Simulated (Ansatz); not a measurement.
The system is CdGeAs2.

```
Cd As Ge
1.0
    -2.98887    2.98887    5.66430
     2.98887   -2.98887    5.66430
     2.98887    2.98887   -5.66430
Cd As Ge
2 4 2
Direct
  0.50000 0.50000 0.00000
  0.25000 0.75000 0.50000
  0.09622 0.12500 0.47122
  0.37500 0.90378 0.02878
  0.65378 0.62500 0.52878
  0.87500 0.34622 0.97122
  0.75000 0.25000 0.50000
  0.00000 0.00000 0.00000
```

The cell is a database's computed one.

Base run:

* Program: Ansatz 0.2.0
* Functional: LDA
* Potentials or basis: all-electron LAPW, scalar-relativistic
* Cutoff: 289 eV (chosen from the basis error)
* Basis error allowed: 0.002 eV/atom
* k mesh: 6 × 6 × 6
* Occupations: fermi-dirac, width 0.05 eV
* Spin: no spin polarisation

Its results: band gap on the k mesh 0.19 eV, indirect (least direct gap 0.22 eV); pressure -2.5 GPa; largest force 0.223 eV/Å.

Q: The run is repeated on the same cell with these changes: functional from LDA to PBEsol. What comes out?

A: Band gap on the k mesh 0.19 eV, indirect (least direct gap 0.22 eV); pressure -0.7 GPa; largest force 0.176 eV/Å.

PBEsol binds less tightly than LDA, so the same cell stands under more pressure.

Caveats: the mesh misses the band edges, which the band path finds closer together.
